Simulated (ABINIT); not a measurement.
Al2Cu:

```
CELL_PARAMETERS angstrom
4.10518 0.00000 0.00000
0.00000 4.10518 0.00000
0.00000 0.00000 2.89131
ATOMIC_POSITIONS crystal
Cu 0.00000 0.00000 0.00000
Al 0.00000 0.50000 0.50000
Al 0.50000 0.00000 0.50000
```

The cell comes from a database or a generator and needn't be the stable form of this composition.

```yaml
Program: ABINIT 10.8.3 (patched build)
Task: single point
Functional: PBE
Potentials_or_basis: JTH PAW PBE v2.0
Cutoff: 707 eV
k_mesh: 7 × 7 × 9
Occupations: fermi-dirac, width 0.05 eV
Spin: no spin polarisation
```

On this cell: pressure 0.4 GPa; largest force under 0.003 eV/Å; band gap on the k mesh none (metal or under the smearing width).

The same run follows on a disturbed copy (atoms moved at random, drawn with an rms of 0.05 Å):

```
Cu Al
1.0
     4.10518    0.00000    0.00000
     0.00000    4.10518    0.00000
     0.00000    0.00000    2.89131
Cu Al
1 2
Direct
  0.99603 0.00616 0.00241
  0.00938 0.49706 0.46823
  0.50601 0.99013 0.49754
```

Q: What does the disturbed cell give?

A: The energy (extrapolated to zero smearing) moves by +8.6 meV/atom; pressure 0.7 GPa; largest force 0.482 eV/Å; band gap on the k mesh none (metal or under the smearing width).

Forces in eV/Å, atoms in the order of the input:
```
Cu   0.258 -0.242 -0.327
Al  -0.010  0.202  0.305
Al  -0.249  0.040  0.022
```

Stress tensor (GPa, compression positive):
```
 0.79  0.07  0.00
 0.07  1.22  0.34
 0.00  0.34 -0.03
```
